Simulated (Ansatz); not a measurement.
InN (zinc blende)

```xyz
2
Lattice="0.0000 2.4996 2.4996 2.4996 0.0000 2.4996 2.4996 2.4996 0.0000" Properties=species:S:1:pos:R:3 pbc="T T T"
N      3.7494     3.7494     3.7494
In     0.0000     0.0000     0.0000
```

E(V) scan at fixed shape, V₀ the volume above. Symmetry pins the atoms to their sites.

Level of theory: r2SCAN (plane waves to 500 eV, PAW, scalar-relativistic; Ansatz, a first-principles code). k mesh 11×11×11 (Γ-centred), Fermi-Dirac smearing 0.05 eV. E stands for the smeared free energy. Stress and pressure are positive under compression. At this level the bands of InN touch or barely overlap; measurements give the solid a gap. InN was relaxed with its symmetry unable to fall. The zero of ΔE is the relaxed starting cell. The last digit holds for this mesh only.

```csv
V (Å³/atom),ΔE (meV/atom)
14.056,82.6
14.368,50.8
14.680,27.5
14.993,11.7
15.305,2.8
15.617,0.0
15.930,2.6
16.242,10.2
16.555,22.0
16.867,withheld
17.179,57.1
```

Task: Fit a third-order Birch-Murnaghan form (E₀, V₀, B₀, B₀′ free) to the given rows and predict ΔE at V = 16.867.

Result: Least squares on the 10 given rows: ΔE = E₀ + (9V₀B₀/16)·y²·[2 + (B₀′ − 4)y], y = (V₀/V)^(2/3) − 1, with V₀ = 15.617 Å³/atom, B₀ = 139.7 GPa (160.2 GPa = 1 eV/Å³; the term in eV is multiplied by 1000), B₀′ = 4.53, E₀ = -0.01 meV/atom; root-mean-square residual 0.03 meV/atom. At 16.867 the fit gives 37.8 meV/atom; the calculation gives 37.8 meV/atom, the same to the digits shown. For the pressure the fit gives -9.0 GPa against the computed -9.0 GPa.

(A scan under strain: stresses follow from slopes of the energy per volume, elastic moduli from its curvatures.)
